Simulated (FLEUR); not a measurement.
The system is O.

```
CELL_PARAMETERS angstrom
1.67495 0.96703 3.73200
-1.67495 0.96703 3.73200
0.00000 -1.93406 3.73200
ATOMIC_POSITIONS crystal
O 0.05461 0.05461 0.05461
O 0.94539 0.94539 0.94539
```

The real solid is made of molecules; this cell is a model form.

* Program: FLEUR MaX-R8.1 (later development tree)
* Task: single point
* Functional: PBE
* Potentials or basis: all-electron
* Basis: FLAPW
* Kmax: 6.3 1/bohr
* k mesh: 9 × 9 × 9
* Occupations: fermi-dirac, width 0.05 eV
* Spin: no spin polarisation
* Gmax: 20.2 1/bohr
* Muffin-tin radii: O 1.04 bohr
* lmax: O 8
* Local orbitals a species: O 3
* Max iterations: 60
* Mixing factor: 0.05
* Mixer: Anderson
* Mixer history: 15
* Density convergence: 1e-05 me/bohr^3

On this cell: largest force 0.345 eV/Å; band gap on the k mesh none (metal or under the smearing width).

The same run follows on a disturbed copy (atoms moved at random, drawn with an rms of 0.05 Å):

```xyz
2
Lattice="1.6749 0.9670 3.7320 -1.6749 0.9670 3.7320 0.0000 -1.9341 3.7320" Properties=species:S:1:pos:R:3 pbc="T T T"
O    -0.0035   -0.0422    0.5977
O    -0.0153    0.0396   10.6129
```

**Question.** What changes?

**Answer.** The energy (extrapolated to zero smearing) moves by +24.2 meV/atom; largest force 2.684 eV/Å; band gap on the k mesh none (metal or under the smearing width).

Forces on the atoms (eV/Å):
```
O    0.007 -0.054  2.684
O   -0.007  0.054 -2.684
```

Caveats: spin is off for a triplet molecule.
